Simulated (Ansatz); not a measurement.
V, DFT, PBE, all-electron LAPW, scalar-relativistic (Ansatz 0.2.0), run on 1 thread of Arm Neoverse V1 on a shared host.

The structure comes from a relaxation in the same program, started in the sc type, and has space group Pm-3m. Whether it is a known phase or the ground state wasn't checked.

Command: `ansatz run input.yaml --threads 1 --pin off --max-ram 3072MiB --backend cpu --events-out ev --progress --plain --runs-dir out`

```yaml
crystal:
  lattice:
    - [2.4487986509, 0.0, 0.0]
    - [0.0, 2.4487986509, 0.0]
    - [0.0, 0.0, 2.4487986509]
  atoms:
    - { symbol: V, position: [0.0, 0.0, 0.0], spin: 1.5 }
magnetization:
  spin_polarized: true
kpoints:
  mp_grid: { grid: [14, 14, 14] }
scf:
  occupations: { method: gaussian, width: 0.2 }
hamiltonian:
  xc: pbe
  pseudopotentials: { kind: all_electron, lapw: { basis_error: 0.0005 } }
output:
  forces: true
  stress: true
  eigenvalues: true
```

**Question.** How large is the problem that the program sets up?

**Answer.** 120 irreducible k-points, 179 plane waves at Γ, 12 bands.

**Question.** Estimate the wall time and the peak memory.

**Answer.** 27 s of wall time for 12 SCF iterations, with a peak of 0.38 GiB. Times on shared machines scatter by tens of per cent.
